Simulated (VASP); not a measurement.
# ZnAu (Pm-3m) in VASP: electric field gradients with PBEsol

Aim: the electric field gradients of ZnAu with PBEsol.

Program: VASP 6.6.1. These are calculated values, not measurements. Logs are shortened: lines on timing, memory, paths and dates and some standing lists are left out, and cuts for length are marked.

### Step 1. The undisturbed crystal

The structure is cubic, space group Pm-3m (No. 221). Conventional cell: a = 3.150 Å, b = 3.150 Å, c = 3.150 Å, α = 90.00°, β = 90.00°, γ = 90.00°. Zn (site symmetry m-3m) has 8 Au at 2.73 Å as nearest neighbours. Au (site symmetry m-3m) has 8 Zn at 2.73 Å as nearest neighbours.

The cell comes from a database or a generator and needn't be the stable form of this composition.

### Step 2. Electric field gradients, PBEsol (volume scaled by 0.97)

File INCAR:

```
PREC = Accurate
ENCUT = 520
EDIFF = 1E-8
ISMEAR = -1
SIGMA = 0.05
LREAL = False
LASPH = True
NELM = 100
ALGO = Normal
ISIF = 2
LWAVE = False
LCHARG = False
GGA = PS
LEFG = True
NBANDS = 18
```

File KPOINTS:

```
regular mesh
0
Gamma
  13 13 13
```

File POSCAR:

```
ZnAu
1.0
    3.1182316222      0.0000000000      0.0000000000
    0.0000000000      3.1182316222      0.0000000000
    0.0000000000      0.0000000000      3.1182316222
Zn Au
1 1
Direct
    0.5000000000      0.5000000000      0.5000000000
    0.0000000000      0.0000000000      0.0000000000
```

Potentials or basis: VASP PAW PBE potentials, release 64 (Zn, Au).

Started as:

```sh
$ cat potpaw_PBE.64/Zn/POTCAR potpaw_PBE.64/Au/POTCAR > POTCAR
$ mpirun -np 1 vasp_std > vasp.out
```

OUTCAR:

```text
PREC = Accurate
   ENCUT = 520
   EDIFF = 1E-8
   ISMEAR = -1
   LREAL = False
   LASPH = True
   NELM = 100
   ISIF = 2
   GGA = PS

 ion  position               nearest neighbor table
   1  0.500  0.500  0.500-   2 2.70   2 2.70   2 2.70   2 2.70   2 2.70   2 2.70   2 2.70   2 2.70

   2  0.000  0.000  0.000-   1 2.70   1 2.70   1 2.70   1 2.70   1 2.70   1 2.70   1 2.70   1 2.70

  LATTYP: Found a simple cubic cell.
 ALAT       =     3.1182316222

  Lattice vectors:

 A1 = (   3.1182316222,   0.0000000000,   0.0000000000)
 A2 = (   0.0000000000,   3.1182316222,   0.0000000000)
 A3 = (   0.0000000000,   0.0000000000,   3.1182316222)

Analysis of symmetry for initial positions (statically):
=====================================================================
 Subroutine PRICEL returns:
 Original cell was already a primitive cell.

 Routine SETGRP: Setting up the symmetry group for a
 simple cubic supercell.

 Subroutine GETGRP returns: Found 48 space group operations
 (whereof 48 operations were pure point group operations)
 out of a pool of 48 trial point group operations.

The static configuration has the point symmetry O_h .

Analysis of symmetry for dynamics (positions and initial velocities):
=====================================================================
 Subroutine PRICEL returns:
 Original cell was already a primitive cell.

 Routine SETGRP: Setting up the symmetry group for a
 simple cubic supercell.

 Subroutine GETGRP returns: Found 48 space group operations
 (whereof 48 operations were pure point group operations)
 out of a pool of 48 trial point group operations.

The dynamic configuration has the point symmetry O_h .

 Subroutine INISYM returns: Found 48 space group operations
 (whereof 48 operations are pure point group operations),
 and found     1 'primitive' translations

----------------------------------------------------------------------------------------

                                     Primitive cell

  volume of cell :      30.3197

  direct lattice vectors                    reciprocal lattice vectors
     3.118231622  0.000000000  0.000000000     0.320694586  0.000000000  0.000000000
     0.000000000  3.118231622  0.000000000     0.000000000  0.320694586  0.000000000
     0.000000000  0.000000000  3.118231622     0.000000000  0.000000000  0.320694586

  length of vectors
     3.118231622  3.118231622  3.118231622     0.320694586  0.320694586  0.320694586

  position of ions in fractional coordinates (direct lattice)
     0.500000000  0.500000000  0.500000000
     0.000000000  0.000000000  0.000000000

  ion indices of the primitive-cell ions
   primitive index   ion index
                 1           1
                 2           2

----------------------------------------------------------------------------------------

 KPOINTS: regular mesh

Automatic generation of k-mesh.
 Grid dimensions read from file:
 generate k-points for:   13   13   13

 Generating k-lattice:

  Cartesian coordinates                     Fractional coordinates (reciprocal lattice)
     0.024668814  0.000000000  0.000000000     0.076923077  0.000000000  0.000000000
     0.000000000  0.024668814  0.000000000     0.000000000  0.076923077  0.000000000
     0.000000000  0.000000000  0.024668814     0.000000000  0.000000000  0.076923077

  Length of vectors
     0.024668814  0.024668814  0.024668814

  Shift w.r.t. Gamma in fractional coordinates (k-lattice)
     0.000000000  0.000000000  0.000000000

 Subroutine IBZKPT returns following result:
 ===========================================

 Found     84 irreducible k-points:

 Following reciprocal coordinates:
            Coordinates               Weight
  0.000000  0.000000  0.000000      1.000000
  0.076923  0.000000  0.000000      6.000000
  0.153846  0.000000  0.000000      6.000000
  0.230769  0.000000  0.000000      6.000000
  0.307692  0.000000  0.000000      6.000000
  0.384615  0.000000  0.000000      6.000000
[... 16 lines left out ...]
  0.307692  0.307692  0.000000     12.000000
  0.384615  0.307692  0.000000     24.000000
 [... further k-points ...]
   k-points           NKPTS =     84   k-points in BZ     NKDIM =     84   number of bands    NBANDS=     18
   number of dos      NEDOS =    301   number of ions     NIONS =      2
   total plane-waves  NPLWV =  13824
   dimension x,y,z NGX =    24 NGY =   24 NGZ =   24
   dimension x,y,z NGXF=    48 NGYF=   48 NGZF=   48
   ions per type =               1   1
   NGX,Y,Z   is equivalent  to a cutoff of  12.80, 12.80, 12.80 a.u.
   NGXF,Y,Z  is equivalent  to a cutoff of  25.59, 25.59, 25.59 a.u.
 SYSTEM =  unknown system
   PREC   = accura    normal or accurate (medium, high low for compatibility)
   ISTART =      0    job   : 0-new  1-cont  2-samecut
   ICHARG =      2    charge: 1-file 2-atom 10-const
   ISPIN  =      1    spin polarized calculation?
   LNONCOLLINEAR =      F non collinear calculations
   LSORBIT =      F    spin-orbit coupling
   LASPH  =      T    aspherical Exc in radial PAW
   ENCUT  =  520.0 eV  38.22 Ry    6.18 a.u.   5.80  5.80  5.80*2*pi/ulx,y,z
   NELM   =    100;   NELMIN=  2; NELMDL= -5     # of ELM steps
   EDIFF  = 0.1E-07   stopping-criterion for ELM
   LREAL  =      F    real-space projection
   EDIFFG = 0.1E-06   stopping-criterion for IOM
   NSW    =      0    number of steps for IOM
   IBRION =     -1    ionic relax: 0-MD 1-quasi-New 2-CG
   NFREE  =      0    steps in history (QN), initial steepest desc. (CG)
   ISIF   =      2    stress and relaxation
   ISYM   =      2    0-nonsym 1-usesym 2-fastsym
   POTIM  = 0.5000    time-step for ionic-motion
   TEBEG  =    0.0;   TEEND  =   0.0 temperature during run
   PSTRESS=    0.0 pullay stress
   NELECT =      23.0000    total number of electrons
   NUPDOWN=      -1.0000    fix difference up-down
   EMIN   =  10.00;   EMAX   =-10.00  energy-range for DOS
   EFERMI =   0.00;   METHOD = LEGACY
   ISMEAR =    -1;   SIGMA  =   0.05  broadening in eV -4-tet -1-fermi 0-gaus
   EFERMI_NEDOS =   21; number of points for ismear=-14 and -15
   IALGO  =     38    algorithm
   IMIX   =      4    mixing-type and parameters
     AMIX     =   0.40;   BMIX     =  1.00
     AMIX_MAG =   1.60;   BMIX_MAG =  1.00
  volume/ion in A,a.u.               =      15.16       102.30
  Fermi-wavevector in a.u.,A,eV,Ry     =   1.493055  2.821464 30.330278  2.229213
  Thomas-Fermi vector in A             =   2.605504
   LORBIT       =      0    0 simple, 1 ext, 2 COOP (PROOUT), +10 PAW based schemes
   GGA     = PS    functional components
   LHFCALC =     F    Hartree Fock is set to
   AEXX    =    0.0000 exact exchange contribution
   IVDW    =     0    specifies the selected vdW correction
   LEPSILON=     F    determine dielectric tensor
   LRPA    =     F    only Hartree local field effects (RPA)
 non-spin polarized calculation
  energy-cutoff  :      520.00
  volume of cell :       30.32
 maximum number of plane-waves:       840
 NGX is ok and might be reduce to    24

 number of electron      22.9999964 magnetization

 Free energy of the ion-electron system (eV)
  ---------------------------------------------------
  ext. energy  EPLUGINS =         0.00000000
  ---------------------------------------------------
  free energy    TOTEN  =        -5.95159296 eV

  energy without entropy =       -5.94541888  energy(sigma->0) =       -5.94850592

 E-fermi :   7.3114     XC(G=0): -12.6929

 val. band max:        7.2556725345   @ k =   0.4615   0.3846   0.2308
 cond. band min:       7.3425419211   @ k =   0.4615   0.3077   0.3077
 fundamental gap:      0.0868693866
 Fermi energy:         7.3113721961

 k-point     1 :       0.0000    0.0000    0.0000
  band No.  band energies     occupation
      1      -3.6684      2.00000
      2      -0.9867      2.00000
      3      -0.9867      2.00000
      4      -0.2162      2.00000
      5      -0.2162      2.00000
      6      -0.2162      2.00000
[... 10 lines left out ...]
     17      19.5795      0.00000
     18      25.6625      0.00000

 k-point     2 :       0.0769    0.0000    0.0000
  band No.  band energies     occupation
      1      -3.5607      2.00000
      2      -0.9609      2.00000
      3      -0.9524      2.00000
      4      -0.2174      2.00000
      5      -0.2174      2.00000
      6      -0.2065      2.00000
[... 10 lines left out ...]
     17      20.0677      0.00000
     18      25.5849      0.00000
[... 442 lines left out ...]
 k-point    24 :       0.3846    0.3077    0.0000
  band No.  band energies     occupation
      1      -1.1585      2.00000
      2      -0.8379      2.00000
      3      -0.4864      2.00000
      4      -0.3463      2.00000
      5      -0.0981      2.00000
      6       0.5869      2.00000
[... 10 lines left out ...]
     17      21.2504      0.00000
     18      21.6256      0.00000

 [... further k-points ...]
[... 5 lines left out ...]
  --------------------------------------------------------------------------------------
  -------------------------------------------------------------------------------------
  Total        0.3099492      0.3099492      0.3099492     -0.0000000      0.0000000     -0.0000000
  in kB       16.3785717     16.3785717     16.3785717     -0.0000000      0.0000000     -0.0000000
  external PRESSURE =      16.3785717 kB  Pullay stress =       0.0000000 kB

 VOLUME and BASIS-vectors are now :
 -----------------------------------------------------------------------------
  energy-cutoff  :      520.00
  volume of cell :       30.32
      direct lattice vectors                 reciprocal lattice vectors
     3.118231622  0.000000000  0.000000000     0.320694586  0.000000000  0.000000000
     0.000000000  3.118231622  0.000000000     0.000000000  0.320694586  0.000000000
     0.000000000  0.000000000  3.118231622     0.000000000  0.000000000  0.320694586

 POSITION                                       TOTAL-FORCE (eV/Angst)
 -----------------------------------------------------------------------------------
      1.55912      1.55912      1.55912         0.000000      0.000000      0.000000
      0.00000      0.00000      0.00000         0.000000      0.000000      0.000000
 -----------------------------------------------------------------------------------
    total drift:                                0.000000      0.000000     -0.000000

  FREE ENERGIE OF THE ION-ELECTRON SYSTEM (eV)
  ---------------------------------------------------
  free  energy   TOTEN  =        -5.9515929609 eV

  energy  without entropy=       -5.9454188806  energy(sigma->0) =       -5.94850592

 Electric field gradients (V/A^2)
---------------------------------------------------------------------
 ion       V_xx      V_yy      V_zz      V_xy      V_xz      V_yz
---------------------------------------------------------------------
   1      -0.000    -0.000    -0.000     0.000     0.000    -0.000
   2      -0.000    -0.000    -0.000     0.000    -0.000    -0.000
---------------------------------------------------------------------

 Electric field gradients after diagonalization (V/A^2)
 (convention: |V_zz| > |V_xx| > |V_yy|)
----------------------------------------------------------------------
 ion       V_xx      V_yy      V_zz     asymmetry (V_yy - V_xx)/ V_zz
----------------------------------------------------------------------
   1      -0.000    -0.000    -0.000      -0.536
   2      -0.000    -0.000    -0.000      -0.216
----------------------------------------------------------------------

           NMR quadrupolar parameters

 Cq : quadrupolar parameter    Cq=e*Q*V_zz/h
 eta: asymmetry parameters     (V_yy - V_xx)/ V_zz
 Q  : nuclear electric quadrupole moment in mb (millibarn)
----------------------------------------------------------------------
 ion       Cq(MHz)       eta       Q (mb)
----------------------------------------------------------------------
   1      -0.000      -0.536       1.000
   2      -0.000      -0.216       1.000
----------------------------------------------------------------------
```

It took 16 s on 1 thread of Intel Xeon Platinum 8488C (Sapphire Rapids), shared host; peak memory 0.17 GiB.

What came out:

- Free energy: -5.9516 eV
- Pressure: 1.6 GPa
- Band gap on the k mesh: none (metal or under the smearing width)

Electric field gradients, principal values (V/Å²):
```csv
atom,Vxx,Vyy,Vzz
1 Zn,0.000,0.000,0.000
2 Au,0.000,0.000,0.000
```

Caveat: the PAW data sets were made with another functional, which shifts forces and pressure a little.
